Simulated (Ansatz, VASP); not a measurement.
# FeO (Wuestite): VASP beside Ansatz

Contents of INCAR:

```
SYSTEM = FeO
  PREC = Accurate
  ENCUT = 520
  EDIFF = 1E-6
  ISMEAR = -1
  SIGMA = 0.05
  LREAL = .False.
  LASPH = .True.
  NELM = 150
  ALGO = Normal
  ISIF = 2
  LWAVE = .False.
  LCHARG = .True.
  ISPIN = 2
  MAGMOM = 3 0
  LORBIT = 11
  LMAXMIX = 4
  GGA = PS
  LELF = .True.
  LVHAR = .True.
  NBANDS = 18
```

The input KPOINTS:

```
Automatic mesh
0
Gamma
  11 11 11
  0 0 0
```

Contents of POSCAR:

```
FeO
1.0
    1.4878158575      0.8589908858      2.4681429078
   -1.4878158575      0.8589908858      2.4681429078
    0.0000000000     -1.7179817717      2.4681429078
Fe O
1 1
Direct
    0.0000000000      0.0000000000      0.0000000000
    0.5000000000      0.5000000000      0.5000000000
```

Contents of input.yaml:

```yaml
crystal:
  lattice:
    - [1.4878158575, 0.8589908858, 2.4681429078]
    - [-1.4878158575, 0.8589908858, 2.4681429078]
    - [0.0, -1.7179817717, 2.4681429078]
  atoms:
    - { symbol: Fe, position: [0.0, 0.0, 0.0], spin: 3.0 }
    - { symbol: O, position: [0.5, 0.5, 0.5] }
kpoints:
  mp_grid: { grid: [11, 11, 11] }
scf:
  occupations: { method: fermi_dirac, width: 0.05 }
hamiltonian:
  xc: pbesol
  pseudopotentials: { kind: all_electron, lapw: { basis_error: 0.0005 } }
magnetization:
  spin_polarized: true
output:
  forces: true
  stress: true
  eigenvalues: true
```

Change from the starting cell: volume scaled by 0.94.

Alike in both runs: task single point; functional PBEsol; k mesh 11 × 11 × 11; occupations fermi-dirac, width 0.05 eV; collinear spin.

```csv
,VASP,Ansatz
version,VASP 6.6.1,Ansatz 0.2.0
potentials or method,"VASP PAW PBE potentials, release 64 (Fe, O)","all-electron LAPW, scalar-relativistic"
plane-wave cutoff (eV),520,see its input
```

VASP gave:

* gap on the k mesh at the Fermi level (eV): none
* pressure (GPa): 2.8
* largest component of the traceless stress (GPa): 0.57
* net moment per atom (μB): 2.00
* size of the moment on the site where the two differ most (μB): 0.32

Question: Estimate Ansatz's values.

Answer: gap on the k mesh at the Fermi level (eV): none; pressure (GPa): 2.3; largest component of the traceless stress (GPa): 0.55; net moment per atom (μB): 2.00; size of the moment on the site where the two differ most (μB): 0.34.

Site moments also hang on the region over which each program counts them. A gap of «none» marks a metal or a gap that the smearing closes. Ansatz ran all-electron here, so the differences hold the error of VASP's frozen core and of both bases.

Caveats: a cell with one magnetic atom can't hold antiferromagnetic order, which such compounds often take; semilocal functionals often make such compounds metallic where correlation or magnetic order opens a gap, which also shifts bond lengths; the PAW data sets were made with another functional, which shifts forces and pressure a little (VASP).
